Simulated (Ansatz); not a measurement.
**NaF (CsCl type): zone-centre phonons and dielectric response**

Perturbation theory with PBEsol in the plane-wave code Ansatz on the PBEsol cell, ground state and force constants on an 8×8×8 mesh. Spin-unpolarised throughout. Whether this structure exists isn't addressed.

Space group Pm-3m (No. 221), cubic; a = 2.817 Å in the conventional setting, 11.18 Å³ an atom. Na has 8 F at 2.44 Å; F has 8 Na at 2.44 Å.

```
Na F
1.0
     2.81699    0.00000    0.00000
     0.00000    2.81699    0.00000
     0.00000    0.00000    2.81699
Na F
1 1
Cartesian
  0.0000 0.0000 0.0000
  1.4085 1.4085 1.4085
```

Optical modes without the longitudinal term:
```json
{"ω (cm⁻¹)": "169", "degeneracy": "3", "IR intensity, summed over the level ((D/Å)²/amu)": "7.29"}
```

The optical mode at Γ lies at 169 cm⁻¹ without the longitudinal term. With the long-range field the highest mode reaches 380 cm⁻¹.

ε∞: 2.00 in all directions. With the ions relaxed, ε⁰ is 10.1 in all directions. Born charges, averaged over directions: Na +1.05, F -1.05 e.

With one polar mode in a cubic crystal the Lyddane-Sachs-Teller relation applies: (ω_LO/ω_TO)² = (380.2/168.7)² = 5.082, and ε⁰/ε∞ = 10.143/1.996 = 5.082. The refractive index √ε∞ is 1.41.

For comparison, on the r2SCAN cell the mean ε∞ is 1.90 with r2SCAN (ground state on 8×8×8; least gap 7.06 eV), 1.98 with PBE (ground state on 8×8×8; least gap 6.13 eV).
